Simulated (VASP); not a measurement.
A run of VASP 6.6.1:

The input INCAR:

```
PREC     = Accurate       # precision mode
ENCUT    = 520            # plane-wave cutoff, eV
EDIFF    = 1E-6           # SCF threshold, eV
ISMEAR   = 0              # smearing method
SIGMA    = 0.017          # smearing width, eV
LREAL    = F              # projectors in reciprocal space
LASPH    = T              # aspherical terms in the spheres
NELM     = 80             # most SCF steps
ALGO     = Normal         # electronic algorithm
ISIF     = 2              # what is computed and relaxed
LWAVE    = F              # write WAVECAR
LCHARG   = F              # write CHGCAR
GGA      = PE             # functional
NBANDS   = 26             # bands
```

Contents of KPOINTS:

```
Automatic mesh
0
Gamma
  8 8 5
```

Contents of POSCAR:

```
ZnS
1.0
    3.8110000000      0.0000000000      0.0000000000
   -1.9055000000      3.3004228138      0.0000000000
    0.0000000000      0.0000000000      6.2340000000
Zn S
2 2
Direct
    0.6666666667      0.3333333333      0.5000000000
    0.3333333333      0.6666666667      0.0000000000
    0.6666666667      0.3333333333      0.8850000000
    0.3333333333      0.6666666667      0.3850000000
```

Potentials or basis: VASP PAW PBE potentials, release 64 (Zn, S).

Command:

```bash
$ cat potpaw_PBE.64/Zn/POTCAR potpaw_PBE.64/S/POTCAR > POTCAR
$ mpirun -np 1 vasp_std > vasp.out
```

Hardware: 1 thread of Intel(R) Xeon(R) Platinum 8488C (Sapphire Rapids), with other jobs on the host.

How long does it take, and how much memory?

It took 53 s on 1 thread of Intel(R) Xeon(R) Platinum 8488C (Sapphire Rapids) (shared host), peak memory 0.2 GiB. Counts: scf iterations 14, k points 30.
